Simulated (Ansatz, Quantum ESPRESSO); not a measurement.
## GaN [001], zinc blende: pulling along c

The c axis is held at a set length while the cell relaxes sideways. How do the lateral strain and the stress follow? The strained cell has c along the load; unstrained it is a = 3.1814 Å, b = 3.1814 Å, c = 4.4991 Å, α = 90.00°, β = 90.00°, γ = 90.00°, with 4 atoms.

Calculated with Quantum ESPRESSO 7.5, PBEsol, GBRV 1.5 ultrasoft potentials, cutoff 680 eV, Fermi–Dirac smearing 0.02 eV, k-mesh 9×9×6, no spin polarisation, no spin-orbit coupling.

Relaxed positions at 0 %:

```
atom       x       y       z
  Ga  0.0000  0.0000  0.0000
  Ga  0.5000  0.5000  0.5000
   N  0.5000  0.0000  0.7500
   N  0.0000  0.5000  0.2500
```

```csv
ε_c (%),a (Å),c (Å),ε_a (%),"σ (GPa, tension positive)"
−3,3.2166,4.3641,1.107,−4.57
−2,3.2046,4.4091,0.731,−3.14
0,3.1816,4.4991,0.008,−0.01
1,3.1707,4.5441,−0.334,1.72
2,3.1598,4.5891,−0.676,3.51
3,3.1494,4.6341,−1.005,5.38
```

**Question.** Fit both responses and give the free strain and the stress at −1 %, a row left out above.

Least squares with y = y0 + y1 ε + y2 ε² (ε in %) gives ε_a = 0.010 + (−0.3518) ε + (0.0045) ε² and σ = 0.00 + (1.660) ε + (0.045) ε² GPa. The linear terms put the ratio of free to applied strain at −0.352 and the Young modulus at 166 GPa.

At −1 % the free strain comes out as 0.366 %. The run itself gives 0.368 %, so the estimate misses by 0.002 %; the fitted rows themselves lie up to 0.003 % off the law.

The stress comes out as −1.61 GPa. The run itself gives −1.62 GPa, so the estimate misses by 0.01 GPa, a rounding's worth.

Along a cube axis ν = C12/(C11 + C12) and Y = (C11 − C12)(C11 + 2C12)/(C11 + C12), so C11 = Y(1 − ν)/[(1 + ν)(1 − 2ν)] = 269 GPa and C12 = 146 GPa.

The positive ε² term means that the crystal stiffens in tension.

The same fit over all rows at other levels or in other programs gives the strain ratio = −0.351 with PBEsol (Ansatz) and −0.352 with PBEsol (Quantum ESPRESSO, PseudoDojo).

[Logs are printed without paths, hosts, clocks, repeated set-up lines and the standing remarks that a program may print on its own settings, such as how far it seeks lower states.]
